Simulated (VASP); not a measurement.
Write the native input for VASP 6.6.1 that does the following.

```
Task                   : single point
Functional             : PBE
Potentials or basis    : VASP PAW PBE potentials, release 64 (Be, Se)
Cutoff                 : 520 eV
k mesh                 : 8 × 8 × 8
Occupations            : gaussian, width 0.01 eV
Spin                   : no spin polarisation
Dipole correction      : no
Further INCAR settings : ALGO = Normal; EDIFF = 1e-06; NBANDS = 11
```

The structure of BeSe lies in POSCAR:

```
BeSe
1.0
    0.0000000000      2.5888345887      2.5888345887
    2.5888345887      0.0000000000      2.5888345887
    2.5888345887      2.5888345887      0.0000000000
Be Se
1 1
Direct
    0.0000000000      0.0000000000      0.0000000000
    0.2500000000      0.2500000000      0.2500000000
```

The cell isn't the ideal one: cell and atoms relaxed tightly for response.

These files were run (other wordings do the same):

INCAR

```
SYSTEM = BeSe
ALGO = Normal
EDIFF = 1E-6
ENCUT = 520
GGA = PE
ISIF = 2
ISMEAR = 0
LASPH = .True.
LCHARG = .False.
LREAL = .False.
LWAVE = .False.
NBANDS = 11
NELM = 60
PREC = Accurate
SIGMA = 0.01
```

KPOINTS

```
k-points
0
Gamma
  8 8 8
  0 0 0
```

Potentials or basis: VASP PAW PBE potentials, release 64 (Be, Se).

Launch:

```bash
$ cat potpaw_PBE.64/Be/POTCAR potpaw_PBE.64/Se/POTCAR > POTCAR
$ mpirun -np 1 vasp_std > vasp.out
```

It gave:

```
Pressure               : 0.2 GPa
Band gap on the k mesh : 2.66 eV, indirect (least direct gap 4.22 eV)
```

Wall time 5.6 s on 1 thread of Intel(R) Xeon(R) 6975P-C (Granite Rapids), with other jobs on the host, peak memory 0.15 GiB.
